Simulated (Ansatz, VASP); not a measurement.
Si: VASP beside Ansatz

```xyz
2
Lattice="0.0000 2.7105 2.7105 2.7105 0.0000 2.7105 2.7105 2.7105 0.0000" Properties=species:S:1:pos:R:3 pbc="T T T"
Si    0.0000    0.0000    0.0000
Si    1.3553    1.3553    1.3553
```

The cell was built by a generator and needn't be a form met in nature.

Alike in both runs: functional PBE; dispersion D3(BJ); k mesh 12 × 12 × 12; occupations gaussian, width 0.02 eV; no spin polarisation.

Ansatz relaxed the structure, and its values are those at the end. VASP's run is a single point on that final structure, the one shown.

|  | VASP | Ansatz |
| --- | --- | --- |
| version | VASP 6.6.1 | Ansatz 0.2.0 |
| potentials or method | VASP PAW PBE potentials, release 64 (Si) | scalar-relativistic, plane waves, PAW |
| plane-wave cutoff (eV) | 520 | 420 |
| valence electrons in the cell | 8 | 8 |

VASP gave:

```
gap on the k mesh at the Fermi level (eV) : 0.56
least direct gap on the mesh (eV)         : 2.57
pressure (GPa)                            : -0.1
```

Estimate Ansatz's values.

gap on the k mesh at the Fermi level (eV): 0.56; least direct gap on the mesh (eV): 2.56; pressure (GPa): 0.0.

A k mesh can miss the band edges. Expect the measured gap to be larger: semilocal functionals such as PBE lack the derivative discontinuity.
